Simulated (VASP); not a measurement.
# Co (P-3m1) in VASP: notebook

The runs below take Co through single point, with LDA.

All numbers are computed with VASP 6.6.1; they aren't measurements. Logs are shortened: lines on timing, memory, paths and dates and some standing lists are left out, and cuts for length are marked.

## Step 1: Starting point

It takes space group P-3m1 (No. 164, trigonal). The conventional cell has a = 2.487 Å, b = 2.487 Å, c = 4.063 Å, α = 90.00°, β = 90.00°, γ = 120.00°. Co (site symmetry 3m) is surrounded by 12 Co at 2.42 to 2.55 Å.

This isn't the form of Co at room conditions, which is hcp.

## Step 2: Single point, LDA, collinear spin, ferromagnetic start

File INCAR:

```
SYSTEM = Co
ADDGRID = .FALSE.
ALGO = Normal
EDIFF = 1E-6
ENCUT = 520
GGA = CA
ISIF = 2
ISMEAR = -1
ISPIN = 2
LASPH = .TRUE.
LCHARG = .FALSE.
LMAXMIX = 4
LORBIT = 11
LREAL = .FALSE.
LWAVE = .FALSE.
MAGMOM = 2 2
NBANDS = 20
NELM = 100
PREC = Accurate
SIGMA = 0.1
```

File KPOINTS:

```
k-points
0
G
  7 7 4
  0 0 0
```

File POSCAR:

```
Co
1.0
    2.4873648738      0.0000000000      0.0000000000
   -1.2436824369      2.1541211692      0.0000000000
    0.0000000000      0.0000000000      4.0632895034
Co
2
Direct
    0.3275520000      0.6759820000      0.7288160000
    0.6891290000      0.3188900000      0.2643300000
```

Potentials or basis: VASP PAW LDA potentials, release 64 (Co).

On the command line:

```
> cat potpaw_LDA.64/Co/POTCAR > POTCAR
> mpirun -np 1 vasp_std > vasp.out
```

OUTCAR:

```text
SYSTEM = Co
   EDIFF = 1E-6
   ENCUT = 520
   GGA = CA
   ISIF = 2
   ISMEAR = -1
   ISPIN = 2
   LASPH = .TRUE.
   LORBIT = 11
   LREAL = .FALSE.
   NELM = 100
   PREC = Accurate

 Found     99 irreducible k-points:

 Following reciprocal coordinates:
            Coordinates               Weight
  0.000000  0.000000  0.000000      1.000000
  0.142857  0.000000  0.000000      2.000000
  0.000000  0.142857  0.000000      2.000000
 -0.142857  0.142857  0.000000      2.000000
  0.285714  0.000000  0.000000      2.000000
  0.000000  0.285714  0.000000      2.000000
   k-points           NKPTS =     99   k-points in BZ     NKDIM =     99   number of bands    NBANDS=     20
   number of dos      NEDOS =    301   number of ions     NIONS =      2
   total plane-waves  NPLWV =   9720
   dimension x,y,z NGX =    18 NGY =   18 NGZ =   30
   dimension x,y,z NGXF=    36 NGYF=   36 NGZF=   60
   ions per type =               2
   NGX,Y,Z   is equivalent  to a cutoff of  12.03, 12.03, 12.27 a.u.
   NGXF,Y,Z  is equivalent  to a cutoff of  24.06, 24.06, 24.55 a.u.
 SYSTEM =  Co
   PREC   = accura    normal or accurate (medium, high low for compatibility)
   ISTART =      0    job   : 0-new  1-cont  2-samecut
   ICHARG =      2    charge: 1-file 2-atom 10-const
   ISPIN  =      2    spin polarized calculation?
   LNONCOLLINEAR =      F non collinear calculations
   LSORBIT =      F    spin-orbit coupling
   LASPH  =      T    aspherical Exc in radial PAW
   ENCUT  =  520.0 eV  38.22 Ry    6.18 a.u.   4.62  4.62  7.56*2*pi/ulx,y,z
   NELM   =    100;   NELMIN=  2; NELMDL= -5     # of ELM steps
   EDIFF  = 0.1E-05   stopping-criterion for ELM
   LREAL  =      F    real-space projection
   EDIFFG = 0.1E-04   stopping-criterion for IOM
   NSW    =      0    number of steps for IOM
   IBRION =     -1    ionic relax: 0-MD 1-quasi-New 2-CG
   NFREE  =      0    steps in history (QN), initial steepest desc. (CG)
   ISIF   =      2    stress and relaxation
   ISYM   =      2    0-nonsym 1-usesym 2-fastsym
   POTIM  = 0.5000    time-step for ionic-motion
   TEBEG  =    0.0;   TEEND  =   0.0 temperature during run
   PSTRESS=    0.0 pullay stress
   NELECT =      18.0000    total number of electrons
   NUPDOWN=      -1.0000    fix difference up-down
   EMIN   =  10.00;   EMAX   =-10.00  energy-range for DOS
   EFERMI =   0.00;   METHOD = LEGACY
   ISMEAR =    -1;   SIGMA  =   0.10  broadening in eV -4-tet -1-fermi 0-gaus
   EFERMI_NEDOS =   21; number of points for ismear=-14 and -15
   IALGO  =     38    algorithm
   IMIX   =      4    mixing-type and parameters
     AMIX     =   0.40;   BMIX     =  1.00
     AMIX_MAG =   1.60;   BMIX_MAG =  1.00
  volume/ion in A,a.u.               =      10.89        73.46
  Fermi-wavevector in a.u.,A,eV,Ry     =   1.536514  2.903591 32.121660  2.360875
  Thomas-Fermi vector in A             =   2.643152
   LORBIT       =     11    0 simple, 1 ext, 2 COOP (PROOUT), +10 PAW based schemes
   GGA     = CA    functional components
   LHFCALC =     F    Hartree Fock is set to
   AEXX    =    0.0000 exact exchange contribution
   IVDW    =     0    specifies the selected vdW correction
   LEPSILON=     F    determine dielectric tensor
   LRPA    =     F    only Hartree local field effects (RPA)
 spin polarized calculation
  energy-cutoff  :      520.00
  volume of cell :       21.77
 maximum number of plane-waves:       597
   NGX =  9   NGY =  9   NGZ = 15

 number of electron      18.0000000 magnetization       3.0279630

 Free energy of the ion-electron system (eV)
  ---------------------------------------------------
  ext. energy  EPLUGINS =         0.00000000
  ---------------------------------------------------
  free energy    TOTEN  =       -16.06327286 eV

  energy without entropy =      -15.99019962  energy(sigma->0) =      -16.02673624

 E-fermi :   9.9124     XC(G=0): -13.7042

 val. band max:        9.9122451997   @ k =   0.2857   0.0000   0.5000
 cond. band min:       9.9124084566   @ k =   0.0000   0.2857   0.5000
 fundamental gap:      0.0001632569
 Fermi energy:         9.9123506397

 spin component 1

 k-point     1 :       0.0000    0.0000    0.0000
  band No.  band energies     occupation
      1       0.9726      1.00000
      2       4.7752      1.00000
      3       7.2925      1.00000
      4       7.3672      1.00000
      5       7.4453      1.00000
      6       7.6766      1.00000
[... 12 lines left out ...]
     19      36.0547      0.00000
     20      36.2098      0.00000

 k-point     2 :       0.1429    0.0000    0.0000
  band No.  band energies     occupation
      1       1.6795      1.00000
      2       5.1932      1.00000
      3       6.9032      1.00000
      4       7.3765      1.00000
      5       7.5580      1.00000
      6       7.7550      1.00000
[... 12 lines left out ...]
     19      36.3570      0.00000
     20      38.2722      0.00000

 k-point     3 :       0.0000    0.1429    0.0000
  band No.  band energies     occupation
      1       1.6793      1.00000
      2       5.1919      1.00000
      3       6.9042      1.00000
      4       7.3801      1.00000
      5       7.5530      1.00000
      6       7.7558      1.00000
[... 12 lines left out ...]
     19      36.3758      0.00000
     20      38.2832      0.00000

 k-point     4 :      -0.1429    0.1429    0.0000
  band No.  band energies     occupation
      1       1.6765      1.00000
      2       5.1606      1.00000
      3       6.9102      1.00000
      4       7.4510      1.00000
      5       7.5373      1.00000
      6       7.6593      1.00000
[... 12 lines left out ...]
     19      36.6346      0.00000
     20      38.6755      0.00000

 k-point     5 :       0.2857    0.0000    0.0000
  band No.  band energies     occupation
      1       3.5130      1.00000
      2       5.6613      1.00000
      3       6.2328      1.00000
      4       6.7763      1.00000
      5       7.3334      1.00000
      6       7.5518      1.00000
[... 12 lines left out ...]
     19      34.1091      0.00000
     20      37.3390      0.00000

 k-point     6 :       0.0000    0.2857    0.0000
  band No.  band energies     occupation
      1       3.5117      1.00000
      2       5.6566      1.00000
      3       6.2220      1.00000
      4       6.7818      1.00000
      5       7.3370      1.00000
      6       7.5496      1.00000
[... 12 lines left out ...]
     19      34.1055      0.00000
     20      37.3532      0.00000

 [... further k-points ...]

 spin component 2

 k-point     1 :       0.0000    0.0000    0.0000
  band No.  band energies     occupation
      1       1.1511      1.00000
      2       5.6391      1.00000
      3       8.6224      1.00000
      4       8.7368      0.99999
      5       8.8374      0.99998
      6       9.0676      0.99979
[... 12 lines left out ...]
     19      36.4667      0.00000
     20      36.5748      0.00000

 k-point     2 :       0.1429    0.0000    0.0000
  band No.  band energies     occupation
      1       1.8623      1.00000
      2       6.1049      1.00000
      3       8.1561      1.00000
      4       8.5689      1.00000
      5       8.7951      0.99999
      6       9.1239      0.99962
[... 12 lines left out ...]
     19      36.5616      0.00000
     20      38.6835      0.00000

 k-point     3 :       0.0000    0.1429    0.0000
  band No.  band energies     occupation
      1       1.8622      1.00000
      2       6.1038      1.00000
      3       8.1550      1.00000
      4       8.5694      1.00000
      5       8.7988      0.99999
      6       9.1171      0.99965
[... 12 lines left out ...]
     19      36.5835      0.00000
     20      38.6937      0.00000

 k-point     4 :      -0.1429    0.1429    0.0000
  band No.  band energies     occupation
      1       1.8596      1.00000
      2       6.0772      1.00000
      3       8.1202      1.00000
      4       8.5890      1.00000
      5       8.8625      0.99997
      6       9.0567      0.99981
[... 12 lines left out ...]
     19      36.8824      0.00000
     20      39.0915      0.00000

 k-point     5 :       0.2857    0.0000    0.0000
  band No.  band energies     occupation
      1       3.7599      1.00000
      2       6.7341      1.00000
      3       7.2866      1.00000
      4       7.8814      1.00000
      5       8.5937      1.00000
      6       8.9200      0.99995
[... 12 lines left out ...]
     19      34.2585      0.00000
     20      37.7494      0.00000

 k-point     6 :       0.0000    0.2857    0.0000
  band No.  band energies     occupation
      1       3.7589      1.00000
      2       6.7295      1.00000
      3       7.2756      1.00000
      4       7.8872      1.00000
      5       8.6011      1.00000
      6       8.9184      0.99995
[... 12 lines left out ...]
     19      34.2536      0.00000
     20      37.7637      0.00000

 [... further k-points ...]

------------------------ aborting loop because EDIFF is reached ----------------------------------------

  FORCE on cell =-STRESS in cart. coord.  units (eV):
  Direction    XX          YY          ZZ          XY          YZ          ZX
  --------------------------------------------------------------------------------------
  -------------------------------------------------------------------------------------
  Total       -2.3863126     -2.1599687     -2.2299885      0.2181693     -0.0948802      0.1919240
  in kB     -175.6105150   -158.9536998   -164.1065092     16.0552409     -6.9823035     14.1238321
  external PRESSURE =    -166.2235746 kB  Pullay stress =       0.0000000 kB

 VOLUME and BASIS-vectors are now :
 -----------------------------------------------------------------------------
  energy-cutoff  :      520.00
  volume of cell :       21.77
      direct lattice vectors                 reciprocal lattice vectors
     2.487364874  0.000000000  0.000000000     0.402031889  0.232113220  0.000000000
    -1.243682437  2.154121169  0.000000000     0.000000000  0.464226439  0.000000000
     0.000000000  0.000000000  4.063289503     0.000000000  0.000000000  0.246106018

 POSITION                                       TOTAL-FORCE (eV/Angst)
 -----------------------------------------------------------------------------------
     -0.02597      1.45615      2.96139         0.234338     -0.118083      0.898953
      1.31752      0.68693      1.07405        -0.234338      0.118083     -0.898953
 -----------------------------------------------------------------------------------
    total drift:                                0.000007      0.000011      0.000042

  FREE ENERGIE OF THE ION-ELECTRON SYSTEM (eV)
  ---------------------------------------------------
  free  energy   TOTEN  =       -16.0632728599 eV

  energy  without entropy=      -15.9901996176  energy(sigma->0) =      -16.02673624

 total charge

# of ion       s       p       d       tot
------------------------------------------
    1        0.492   0.518   7.290   8.300
    2        0.492   0.518   7.290   8.300
--------------------------------------------------
tot          0.983   1.037  14.580  16.600

 magnetization (x)

# of ion       s       p       d       tot
------------------------------------------
    1       -0.012  -0.035   1.562   1.515
    2       -0.012  -0.035   1.562   1.515
--------------------------------------------------
tot         -0.025  -0.069   3.123   3.029
```

Run time: 41 s. Hardware: 1 thread of Intel Xeon Platinum 8488C (Sapphire Rapids), shared host; peak memory 0.17 GiB.

These settings aren't checked as converged: the numbers below hold their error.

What came out:

```yaml
Free_energy: -16.0633 eV
Pressure: -16.6 GPa
Largest_force: 0.936 eV/Å
Band_gap_on_the_k_mesh: none (metal or under the smearing width)
Net_moment: 3.03 μB per cell
Site_moments: Co +1.51 μB
Valence_electrons_inside_the_program's_atomic_spheres: Co 8.30
```

Caveat: the k mesh is coarse (spacing up to 0.42 Å⁻¹), so the values aren't converged.

## Step 3: Single point, LDA, collinear spin, ferromagnetic start

Changes to INCAR since step 2:

```diff
@@ -4,3 +4,3 @@
 EDIFF = 1E-6
-ENCUT = 520
+ENCUT = 400
 GGA = CA
```

File KPOINTS:

```
k-points
0
G
  9 9 5
  0 0 0
```

File POSCAR:

```
Co
1.0
    2.4873648738      0.0000000000      0.0000000000
   -1.2436824369      2.1541211692      0.0000000000
    0.0000000000      0.0000000000      4.0632895034
Co
2
Direct
    0.3333333333      0.6666666667      0.7401390000
    0.6666666667      0.3333333333      0.2598610000
```

Potentials or basis: VASP PAW LDA potentials, release 64 (Co).

On the command line:

```
> cat potpaw_LDA.64/Co/POTCAR > POTCAR
> mpirun -np 1 vasp_std > vasp.out
```

Wall time 14 s (1 thread of Intel Xeon Platinum 8488C (Sapphire Rapids), shared host); peak memory 0.13 GiB.

The run converged, but some of its settings lie outside the range that counts as converged, so its numbers aren't taken as properties of the crystal.

What came out:

* Free energy: -16.1539 eV
* Pressure: -19.6 GPa
* Largest force: 0.420 eV/Å
* Band gap on the k mesh: none (metal or under the smearing width)
* Net moment: 3.02 μB per cell
* Site moments: Co +1.51 μB
* Valence electrons inside the program's atomic spheres: Co 8.28

## Step 4: Single point, LDA, collinear spin, ferromagnetic start

INCAR is that of step 3.

KPOINTS is that of step 3.

File POSCAR:

```
Co
1.0
    2.4873648738      0.0000000000      0.0000000000
   -1.2436824369      2.1541211692      0.0000000000
    0.0000000000      0.0000000000      4.0632895034
Co
2
Direct
    0.3275520000      0.6759820000      0.7288160000
    0.6891290000      0.3188900000      0.2643300000
```

On the command line:

```
> cat potpaw_LDA.64/Co/POTCAR > POTCAR
> mpirun -np 1 vasp_std > vasp.out
```

It took 48 s on 1 thread of Intel Xeon Platinum 8488C (Sapphire Rapids), shared host; peak memory 0.18 GiB.

The run converged, but some of its settings lie outside the range that counts as converged, so its numbers aren't taken as properties of the crystal.

Results:

```yaml
Free_energy: -16.0975 eV
Pressure: -17.4 GPa
Largest_force: 0.941 eV/Å
Band_gap_on_the_k_mesh: none (metal or under the smearing width)
Net_moment: 3.03 μB per cell
Site_moments: Co +1.52 μB
Valence_electrons_inside_the_program's_atomic_spheres: Co 8.30
```

## Step 5: The reference run

An earlier run on the cell as given: functional PBE; potentials or basis VASP PAW PBE potentials, release 64 (Co); cutoff 520 eV; k mesh 12 × 12 × 7; occupations fermi-dirac, width 0.05 eV; collinear spin, ferromagnetic start; starting moments [2.0, 2.0] μB.

* Pressure: 0.0 GPa
* Largest force: 0.481 eV/Å
* Band gap on the k mesh: none (metal or under the smearing width)
* Net moment: 3.26 μB per cell
* Site moments: Co +1.65 μB
* Valence electrons inside the program's atomic spheres: Co 8.27
